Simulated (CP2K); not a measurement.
TiO2 (Anatase) in CP2K: the effect of Hubbard term

The system is TiO2 (Anatase).

```
Ti O
1.0
     5.45820    0.00000    0.00000
     2.83460    4.66444    0.00000
    -4.14640   -2.33222    2.67583
Ti O
2 4
Cartesian
  2.7291 0.0000 1.3379
  0.0000 0.0000 0.0000
  6.5671 3.6938 0.0000
  1.0034 -0.9707 1.3379
  4.4548 0.9707 1.3379
  1.7257 0.9707 0.0000
```

Alike in all runs:

| Item | Value |
| --- | --- |
| Program | CP2K 2026.2 |
| Task | single point |
| Functional | PBE |
| Potentials or basis | GTH_POTENTIALS Ti GTH-PBE-q12, O GTH-PBE-q6; DZVP-MOLOPT-SR-GTH basis |
| Density cutoff | 8163 eV |
| k mesh | 8 × 8 × 8 |
| Occupations | fermi-dirac, width 0.05 eV |
| Spin | no spin polarisation |
| SCF solver | diagonalisation with k points |
| Quickstep method | GPW |
| EPS_DEFAULT | 1.0E-10 |
| EPS_SCF | 1.0E-6 |
| MAX_SCF | 100 |
| SCF_GUESS | ATOMIC |
| k points reduced by the point group | yes |
| Mesh centred on Gamma | yes |

**Question.** One run gave: gap on the mesh 3.12 eV; largest force 0.08 eV/Å. Which Hubbard term did it use?
A. Ti d U = 8.0 eV
B. Ti d U = 4.0 eV
C. none
D. Ti d U = 6.0 eV
E. Ti d U = 2.0 eV

**Answer.** A.

```csv
Hubbard term,gap on the mesh (eV),largest force (eV/Å)
none,2.07,0.10
Ti d U = 2.0 eV,2.29,0.06
Ti d U = 4.0 eV,2.54,0.03
Ti d U = 6.0 eV,2.81,0.05
Ti d U = 8.0 eV,3.12,0.08
```

Caveats: the basis of atomic orbitals isn't converged, which shifts pressures, moduli and gaps; this program's U acts on Mulliken populations of all basis functions of the shell, so it isn't the U of plane-wave codes (some runs); energies scatter by some meV and the pressure isn't listed (some runs).

A k mesh can miss the band edges.

A gap of «none» marks a metal or a gap under the smearing width.
